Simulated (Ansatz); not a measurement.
## ⁴⁷Ti nuclear quadrupole resonance in TiO2 at a changed volume

Cell: a COD entry, relaxed with PBE at fixed cell and then changed (volume scaled by 1.06, ions relaxed).

Space group P4_2/mnm (No. 136); a = 4.6841, c = 3.0170 Å.

| site | Wyckoff | site symmetry | x | y | z |
| --- | --- | --- | --- | --- | --- |
| Ti | 2a | m.mm | 0.0000 | 0.0000 | 0.0000 |
| O | 4f | m.2m | 0.3066 | 0.3066 | 0.0000 |

One atom of each set is listed.

Computed with Ansatz: DFT, PBE, plane waves and PAW, scalar-relativistic, 420 eV cutoff, Γ-centred 7×7×10 k-points, Fermi–Dirac smearing 0.02 eV.

⁴⁷Ti: I = 5/2, Q = 302.0 mb (year-2017 value). Static lattice, zero field.

(1) At which frequencies do the ⁴⁷Ti NQR lines lie?

(2) And for ⁴⁹Ti (I = 7/2, Q = 247.0 mb) on Ti?

Answers

(1) For I = 5/2 and η = 0 the lines are 3|C_Q|/20 and twice that; η pulls their ratio below 2.

| site | atoms | V_zz (10²¹ V/m²) | C_Q (MHz) | η | line frequencies (MHz) |
| --- | --- | --- | --- | --- | --- |
| Ti | 2 | -2.68 | -19.6 | 0.56 | 3.81, 5.56 |

(2) C_Q scales with Q to -16.0 MHz, with lines at 2.03, 2.09, 3.32, 4.13 MHz.

At this changed cell the PBE pressure is -7 GPa.
